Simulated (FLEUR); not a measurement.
**Si in FLEUR: convergence with lnonsphr**

Input of the first run (lnonsphr 3); the others differ in this setting and in those tied to it:

The input inp.xml:

```xml
<?xml version="1.0" encoding="UTF-8" standalone="no"?>
<fleurInput fleurInputVersion="0.39">
   <comment>
      Si                                                                                                  
   </comment>
   <calculationSetup>
      <cutoffs Kmax="4.24" Gmax="13.2" GmaxXC="13.2" numbands="0"/>
      <scfLoop itmax="60" minDistance="0.00001" maxIterBroyd="15" imix="Anderson" alpha="0.05" precondParam="0.0" spinf="2.0" sdNocoIR="T"/>
      <coreElectrons ctail="T" frcor="F" kcrel="0" coretail_lmax="0"/>
      <xcFunctional name="pbe" relativisticCorrections="F"/>
      <magnetism jspins="1"/>
      <soc l_soc="F" theta="0.0" phi="0.0" spav="F"/>
      <expertModes spex="0" secvar="F"/>
      <geometryOptimization l_f="T" forcealpha="1.0" forcemix="BFGS" epsdisp="0.0005" epsforce="0.0002"/>
      <ldaU l_linMix="F" mixParam="0.05" spinf="1.0"/>
   </calculationSetup>
   <cell>
      <bzIntegration valenceElectrons="12.0" mode="hist" fermiSmearingEnergy="0.00183747">
         <kPointListSelection listName="default-1"/>
         <!-- k-points included here -->
         <xi:include xmlns:xi="http://www.w3.org/2001/XInclude" href="kpts.xml"> </xi:include>
      </bzIntegration>
      <!-- symmetry operations included here -->
      <xi:include xmlns:xi="http://www.w3.org/2001/XInclude" href="sym.xml"> </xi:include>
      <bulkLattice scale="1.0">
         <bravaisMatrix>
            <row-1>   -3.0744236457227805     3.0744236457227805     2.4950618106341991</row-1>
            <row-2>    3.0744236457227805    -3.0744236457227805     2.4950618106341991</row-2>
            <row-3>    3.0744236457227805     3.0744236457227805    -2.4950618106341991</row-3>
         </bravaisMatrix>
      </bulkLattice>
   </cell>
   <atomSpecies>
      <species name="Silicon (Si)" element="Si" atomicNumber="14">
         <mtSphere radius="2.31" gridPoints="763" logIncrement="0.015"/>
         <atomicCutoffs lmax="9" lnonsphr="3"/>
         <electronConfig flipSpins="F">
            <coreConfig>(1s1/2)</coreConfig>
            <valenceConfig>(2s1/2) (2p1/2) (2p3/2) (3s1/2) (3p1/2) (3p3/2)</valenceConfig>
            <stateOccupation state="(3p1/2)" spinUp="0.333333" spinDown="0.333333"/>
            <stateOccupation state="(3p3/2)" spinUp="0.666667" spinDown="0.666667"/>
         </electronConfig>
         <energyParameters s="3" p="3" d="3" f="4"/>
         <lo type="SCLO" l="0" n="2" eDeriv="0"/>
         <lo type="SCLO" l="1" n="2" eDeriv="0"/>
         <lo type="SCLO" l="2" n="3" eDeriv="2"/>
         <lo type="SCLO" l="3" n="4" eDeriv="2"/>
      </species>
   </atomSpecies>
   <atomGroups>
      <atomGroup species="Silicon (Si)">
         <relPos label="                   1">.0000000000 .0000000000 .0000000000</relPos>
         <force calculate="T" relaxXYZ="TTT"/>
      </atomGroup>
   </atomGroups>
   <output dos="F" band="F" slice="F">
      <checks vchk="F" cdinf="F"/>
      <bandDOS minEnergy="-.5*Htr" maxEnergy="0.5*Htr" sigma="0.015" storeEVData="T"/>
      <vacuumDOS vacdos="F" integ="F" star="F" nstars="0" locx1="0.0" locy1="0.0" locx2="0.0" locy2="0.0" nstm="0" tworkf="0.0"/>
      <unfoldingBand unfoldBand="F" supercellX="1" supercellY="1" supercellZ="1"/>
      <plotting iplot="0" polar="F">
         <plot TwoD="T" vec1="  1.0  0.0  0.0" vec2="  0.0  1.0  0.0" vec3="  0.0  0.0  1.0" zero="  0.0  0.0  0.0" file="plot"/>
      </plotting>
      <chargeDensitySlicing numkpt="0" minEigenval="0.0" maxEigenval="0.0" nnne="0" pallst="F"/>
      <specialOutput eonly="F"/>
      <moessbauerParams electricFieldGradient="T" isomerShift="T" coreHyperfine="T" valenceHyperfine="T"/>
      <magneticCircularDichroism mcd="F" energyLo="-10.0" energyUp="0.0"/>
   </output>
  <!-- We include the file relax.xml here to enable relaxations (see documentation) -->
  <xi:include xmlns:xi="http://www.w3.org/2001/XInclude" href="relax.xml"> <xi:fallback/> </xi:include>
</fleurInput>
```

crystal.txt

```
Si
&input cartesian=F /
-1.6269149300  1.6269149300  1.3203298500
1.6269149300  -1.6269149300  1.3203298500
1.6269149300  1.6269149300  -1.3203298500
1.8897261246
1.0 1.0 1.0

1
14 0.0000000000  0.0000000000  0.0000000000

&kpt div1=10 div2=10 div3=10 gamma=T /
```

Potentials or basis: all-electron, FLAPW.

The run is started by

```console
$ inpgen -f crystal.txt -profile fastHighL
$ # inp.xml edited to the form shown
$ fleur_MPI
```

This isn't the form of Si at room conditions, which is diamond.

Hardware: 1 thread of Arm Neoverse V1, with other jobs on the host.

Q: The values tried are 2, 3, 4, 5, 6, 8, loosest first. From which on does the energy stay within 1 meV/atom of the tightest run that finished?

A: From 6 on.

| lnonsphr | energy less the tightest run, at zero smearing (meV/atom) | SCF cycles | CPU time (s) | peak memory (GiB) |
| --- | --- | --- | --- | --- |
| 2 | refused | - | - | - |
| 3 | 13.40 | 12 | 17 | 0.06 |
| 4 | 6.94 | 12 | 17 | 0.06 |
| 5 | 2.32 | 12 | 18 | 0.06 |
| 6 | 0.83 | 12 | 18 | 0.06 |
| 8 | 0.00 | 12 | 20 | 0.06 |

The tightest run that finished is the yardstick and may itself not be fully converged.
